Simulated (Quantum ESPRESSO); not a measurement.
Crystal: TiSi.

```
Ti Si
1.0
     1.81618   -2.11762    0.00000
     1.81618    2.11762    0.00000
     0.00000    0.00000    3.80393
Ti Si
1 1
Direct
  0.50000 0.50000 0.00000
  0.00000 0.00000 0.50000
```

The cell comes from a database or a generator and needn't be the stable form of this composition.

Base run:

| Quantity | Value |
| --- | --- |
| Program | Quantum ESPRESSO 7.5 |
| Functional | LDA |
| Potentials or basis | GBRV 1.5 LDA |
| Cutoff | 612 eV |
| Density cutoff | 4898 eV |
| k mesh | 10 × 10 × 7 |
| Occupations | fermi-dirac, width 0.05 eV |
| Spin | no spin polarisation |

Its results: band gap on the k mesh none (metal or under the smearing width); pressure -7.8 GPa.

Q: The run is repeated on the same cell with these changes: functional from LDA to PBEsol; potentials or basis from GBRV 1.5 LDA to GBRV 1.5 PBEsol. What comes out?

A: Band gap on the k mesh none (metal or under the smearing width); pressure -4.3 GPa.
